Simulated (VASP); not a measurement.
# Pb (Fm-3m) in VASP: further runs

The runs below take Pb through relaxation of cell and atoms, single point, with PBE+D3(BJ), PBE.

Program: VASP 6.6.1. These are calculated values, not measurements. Logs are shortened: lines on timing, memory, paths and dates and some standing lists are left out, and cuts for length are marked.

## (1) The structure

The structure is cubic, space group Fm-3m (No. 225). The conventional cell has a = 4.950 Å, b = 4.950 Å, c = 4.950 Å, α = 90.00°, β = 90.00°, γ = 90.00°. Pb (site symmetry m-3m) has 12 Pb at 3.50 Å as nearest neighbours.

## (2) Relaxation of cell and atoms, PBE+D3(BJ)

File INCAR:

```
SYSTEM = Pb
ALGO     = Fast           ! electronic algorithm
EDIFF    = 1E-6           ! SCF threshold, eV
EDIFFG   = -0.005         ! ionic threshold
ENCUT    = 600            ! plane-wave cutoff, eV
GGA      = PE             ! functional
IBRION   = 2              ! ionic algorithm
ISIF     = 3              ! what is computed and relaxed
ISMEAR   = -1             ! smearing method
IVDW     = 12             ! dispersion correction
LASPH    = .True.         ! aspherical terms in the spheres
LCHARG   = .False.        ! write CHGCAR
LREAL    = .False.        ! projectors in reciprocal space
LWAVE    = .False.        ! write WAVECAR
NELM     = 100            ! most SCF steps
NSW      = 40             ! ionic steps
PREC     = Accurate       ! precision mode
SIGMA    = 0.05           ! smearing width, eV
```

File KPOINTS:

```
k-points
0
Gamma
  8 8 8
  0 0 0
```

File POSCAR:

```
Pb
1.0
    0.0000000000      2.4750200000      2.4750200000
    2.4750200000      0.0000000000      2.4750200000
    2.4750200000      2.4750200000      0.0000000000
Pb
1
Direct
    0.0000000000      0.0000000000      0.0000000000
```

Potentials or basis: VASP PAW PBE potentials, release 64 (Pb_d).

On the command line:

```console
$ cat potpaw_PBE.64/Pb_d/POTCAR > POTCAR
$ mpirun -np 1 vasp_std > vasp.out
```

OUTCAR:

```text
SYSTEM = Pb
   EDIFF = 1E-6
   EDIFFG = -0.005
   ENCUT = 600
   GGA = PE
   IBRION = 2
   ISIF = 3
   ISMEAR = -1
   IVDW = 12
   LASPH = .True.
   LREAL = .False.
   NELM = 100
   NSW = 40
   PREC = Accurate
 IVDW          = 12

 ion  position               nearest neighbor table
   1  0.000  0.000  0.000-

  LATTYP: Found a face centered cubic cell.
 ALAT       =     4.9500400000

  Lattice vectors:

 A1 = (   0.0000000000,   2.4750200000,   2.4750200000)
 A2 = (   2.4750200000,   0.0000000000,   2.4750200000)
 A3 = (   2.4750200000,   2.4750200000,   0.0000000000)

Analysis of symmetry for initial positions (statically):
=====================================================================
 Subroutine PRICEL returns:
 Original cell was already a primitive cell.

 Routine SETGRP: Setting up the symmetry group for a
 face centered cubic supercell.

 Subroutine GETGRP returns: Found 48 space group operations
 (whereof 48 operations were pure point group operations)
 out of a pool of 48 trial point group operations.

The static configuration has the point symmetry O_h .

Analysis of symmetry for dynamics (positions and initial velocities):
=====================================================================
 Subroutine PRICEL returns:
 Original cell was already a primitive cell.

 Routine SETGRP: Setting up the symmetry group for a
 face centered cubic supercell.

 Subroutine GETGRP returns: Found 48 space group operations
 (whereof 48 operations were pure point group operations)
 out of a pool of 48 trial point group operations.

The dynamic configuration has the point symmetry O_h .

 Subroutine INISYM returns: Found 48 space group operations
 (whereof 48 operations are pure point group operations),
 and found     1 'primitive' translations

----------------------------------------------------------------------------------------

                                     Primitive cell

  volume of cell :      30.3226

  direct lattice vectors                    reciprocal lattice vectors
     0.000000000  2.475020000  2.475020000    -0.202018570  0.202018570  0.202018570
     2.475020000  0.000000000  2.475020000     0.202018570 -0.202018570  0.202018570
     2.475020000  2.475020000  0.000000000     0.202018570  0.202018570 -0.202018570

  length of vectors
     3.500206851  3.500206851  3.500206851     0.349906427  0.349906427  0.349906427

  position of ions in fractional coordinates (direct lattice)
     0.000000000  0.000000000  0.000000000

  ion indices of the primitive-cell ions
   primitive index   ion index
                 1           1

----------------------------------------------------------------------------------------

 KPOINTS: k-points

Automatic generation of k-mesh.
 Grid dimensions read from file:
 generate k-points for:    8    8    8

 Generating k-lattice:

  Cartesian coordinates                     Fractional coordinates (reciprocal lattice)
    -0.025252321  0.025252321  0.025252321     0.125000000  0.000000000  0.000000000
     0.025252321 -0.025252321  0.025252321     0.000000000  0.125000000  0.000000000
     0.025252321  0.025252321 -0.025252321     0.000000000  0.000000000  0.125000000

  Length of vectors
     0.043738303  0.043738303  0.043738303

  Shift w.r.t. Gamma in fractional coordinates (k-lattice)
     0.000000000  0.000000000  0.000000000

 Subroutine IBZKPT returns following result:
 ===========================================

 Found     29 irreducible k-points:

 Following reciprocal coordinates:
            Coordinates               Weight
  0.000000  0.000000  0.000000      1.000000
  0.125000  0.000000  0.000000      8.000000
  0.250000  0.000000  0.000000      8.000000
  0.375000  0.000000  0.000000      8.000000
  0.500000  0.000000  0.000000      4.000000
  0.125000  0.125000  0.000000      6.000000
[... 16 lines left out ...]
  0.500000  0.250000  0.125000     48.000000
 -0.375000  0.250000  0.125000     24.000000
 [... further k-points ...]
   k-points           NKPTS =     29   k-points in BZ     NKDIM =     29   number of bands    NBANDS=     11
   number of dos      NEDOS =    301   number of ions     NIONS =      1
   total plane-waves  NPLWV =  21952
   dimension x,y,z NGX =    28 NGY =   28 NGZ =   28
   dimension x,y,z NGXF=    56 NGYF=   56 NGZF=   56
   ions per type =               1
   NGX,Y,Z   is equivalent  to a cutoff of  13.30, 13.30, 13.30 a.u.
   NGXF,Y,Z  is equivalent  to a cutoff of  26.60, 26.60, 26.60 a.u.
 SYSTEM =  Pb
   PREC   = accura    normal or accurate (medium, high low for compatibility)
   ISTART =      0    job   : 0-new  1-cont  2-samecut
   ICHARG =      2    charge: 1-file 2-atom 10-const
   ISPIN  =      1    spin polarized calculation?
   LNONCOLLINEAR =      F non collinear calculations
   LSORBIT =      F    spin-orbit coupling
   LASPH  =      T    aspherical Exc in radial PAW
   ENCUT  =  600.0 eV  44.10 Ry    6.64 a.u.   6.99  6.99  6.99*2*pi/ulx,y,z
   NELM   =    100;   NELMIN=  2; NELMDL= -5     # of ELM steps
   EDIFF  = 0.1E-05   stopping-criterion for ELM
   LREAL  =      F    real-space projection
   EDIFFG = -.5E-02   stopping-criterion for IOM
   NSW    =     40    number of steps for IOM
   IBRION =      2    ionic relax: 0-MD 1-quasi-New 2-CG
   NFREE  =      1    steps in history (QN), initial steepest desc. (CG)
   ISIF   =      3    stress and relaxation
   ISYM   =      2    0-nonsym 1-usesym 2-fastsym
   POTIM  = 0.5000    time-step for ionic-motion
   TEBEG  =    0.0;   TEEND  =   0.0 temperature during run
   PSTRESS=    0.0 pullay stress
   NELECT =      14.0000    total number of electrons
   NUPDOWN=      -1.0000    fix difference up-down
   EMIN   =  10.00;   EMAX   =-10.00  energy-range for DOS
   EFERMI =   0.00;   METHOD = LEGACY
   ISMEAR =    -1;   SIGMA  =   0.05  broadening in eV -4-tet -1-fermi 0-gaus
   EFERMI_NEDOS =   21; number of points for ismear=-14 and -15
   IALGO  =     68    algorithm
   IMIX   =      4    mixing-type and parameters
     AMIX     =   0.40;   BMIX     =  1.00
     AMIX_MAG =   1.60;   BMIX_MAG =  1.00
  volume/ion in A,a.u.               =      30.32       204.63
  Fermi-wavevector in a.u.,A,eV,Ry     =   1.265306  2.391081 21.782907  1.600999
  Thomas-Fermi vector in A             =   2.398566
   LORBIT       =      0    0 simple, 1 ext, 2 COOP (PROOUT), +10 PAW based schemes
   GGA     = PE    functional components
   LHFCALC =     F    Hartree Fock is set to
   AEXX    =    0.0000 exact exchange contribution
   IVDW    =    12    specifies the selected vdW correction
   LEPSILON=     F    determine dielectric tensor
   LRPA    =     F    only Hartree local field effects (RPA)
 conjugate gradient relaxation of ions
 non-spin polarized calculation
 RMM-DIIS sequential band-by-band and
  energy-cutoff  :      600.00
  volume of cell :       30.32
 maximum number of plane-waves:      1036
   NGX = 13   NGY = 13   NGZ = 13

--------------------------------------- Ionic step        1  -------------------------------------------

 number of electron      13.9999999 magnetization

 Free energy of the ion-electron system (eV)
  ---------------------------------------------------
  ext. energy  EPLUGINS =         0.00000000
  ---------------------------------------------------
  free energy    TOTEN  =        -3.56779187 eV

  energy without entropy =       -3.56526589  energy(sigma->0) =       -3.56652888

------------------------ aborting loop because EDIFF is reached ----------------------------------------

 Edisp (eV)   -0.40966

 E8    (eV) :    -0.2076

  FORCE on cell =-STRESS in cart. coord.  units (eV):
  Direction    XX          YY          ZZ          XY          YZ          ZX
  --------------------------------------------------------------------------------------
  -------------------------------------------------------------------------------------
  Total       0.08247     0.08247     0.08247     0.00000     0.00000    -0.00000
  in kB       4.35774     4.35774     4.35774     0.00000     0.00000    -0.00000
  external pressure =        4.36 kB  Pullay stress =        0.00 kB
[... 293 lines left out ...]
  energy  without entropy=       -3.9753782906  energy(sigma->0) =       -3.97656668

--------------------------------------- Ionic step        9  -------------------------------------------

 number of electron      14.0000000 magnetization

 Free energy of the ion-electron system (eV)
  ---------------------------------------------------
  ext. energy  EPLUGINS =         0.00000000
  ---------------------------------------------------
  free energy    TOTEN  =        -3.57140139 eV

  energy without entropy =       -3.56902765  energy(sigma->0) =       -3.57021452

 E-fermi :   7.1507     XC(G=0): -10.1452

 val. band max:        7.0214713513   @ k =   0.3750   0.2500   0.0000
 cond. band min:       7.3073403738   @ k =  -0.3750   0.2500   0.0000
 fundamental gap:      0.2858690225
 Fermi energy:         7.1506683510

 k-point     1 :       0.0000    0.0000    0.0000
  band No.  band energies     occupation
      1      -9.8678      2.00000
      2      -9.8678      2.00000
      3      -9.8678      2.00000
      4      -9.7315      2.00000
      5      -9.7315      2.00000
      6      -4.5054      2.00000
      7      14.5505      0.00000
      8      14.5505      0.00000
      9      14.5505      0.00000
     10      16.9519      0.00000
     11      18.4334      0.00000
[... 309 lines left out ...]
 k-point    24 :      -0.3750    0.2500    0.1250
  band No.  band energies     occupation
      1      -9.8707      2.00000
      2      -9.8512      2.00000
      3      -9.7485      2.00000
      4      -9.6909      2.00000
      5      -9.6068      2.00000
      6      -0.3476      2.00000
      7       3.9399      2.00000
      8       8.5866      0.00000
      9      10.4612      0.00000
     10      15.9268      0.00000
     11      18.1052      0.00000

 [... further k-points ...]

------------------------ aborting loop because EDIFF is reached ----------------------------------------

 Edisp (eV)   -0.40635

 E8    (eV) :    -0.2060

  FORCE on cell =-STRESS in cart. coord.  units (eV):
  Direction    XX          YY          ZZ          XY          YZ          ZX
  --------------------------------------------------------------------------------------
  -------------------------------------------------------------------------------------
  Total       0.00349     0.00349     0.00349     0.00000     0.00000     0.00000
  in kB       0.18305     0.18305     0.18305     0.00000     0.00000     0.00000
  external pressure =        0.18 kB  Pullay stress =        0.00 kB
[... 16 lines left out ...]
  FREE ENERGIE OF THE ION-ELECTRON SYSTEM (eV)
  ---------------------------------------------------
  free  energy   TOTEN  =        -3.9777557831 eV

  energy  without entropy=       -3.9753820447  energy(sigma->0) =       -3.97656891

 reached required accuracy - stopping structural energy minimisation
```

Wall time 42 s (1 thread of Intel Xeon Platinum 8375C at 2.90GHz (Ice Lake), shared host); peak memory 0.17 GiB.

Results:

| Item | Value |
| --- | --- |
| Free energy | -3.9778 eV |
| Relaxed volume | 30.56 Å³/atom |
| Relaxed cell | a = 3.510 Å, b = 3.510 Å, c = 3.510 Å, α = 60.00°, β = 60.00°, γ = 60.00° |
| Space group after relaxing (to 0.05 Å) | Fm-3m (No. 225) |
| Energy gained by relaxing | 0.3 meV/atom |
| Ionic steps | 9 |
| Pressure after relaxing | 0.0 GPa |
| Band gap on the k mesh | none (metal or under the smearing width) |
| Dispersion energy per atom | -0.406 eV |

The path:
```
step  energy change (eV)  largest force (eV/Å)  pressure (GPa)  volume (Å³)
   1              0.0000                0.0000            0.44        30.32
   2             -0.0002                0.0000           -0.14        30.69
   3             -0.0003                0.0000           -0.09        30.56
   4             -0.0003                0.0000            0.05        30.52
   5             -0.0003                0.0000            0.08        30.54
   6             -0.0003                0.0000            0.06        30.55
   7             -0.0003                0.0000            0.03        30.56
   8             -0.0003                0.0000            0.06        30.56
   9             -0.0003                0.0000            0.02        30.56
```

Final structure:
```
Pb
1.0
     0.00000    2.48160    2.48160
     2.48160    0.00000    2.48160
     2.48160    2.48160    0.00000
Pb
1
Direct
  0.00000 0.00000 0.00000
```

Caveat: pairwise dispersion overbinds metals, which lowers pressure and volume. The run has no spin-orbit coupling, so splittings on Pb are missing.

(Continued in part 2 of 2.)
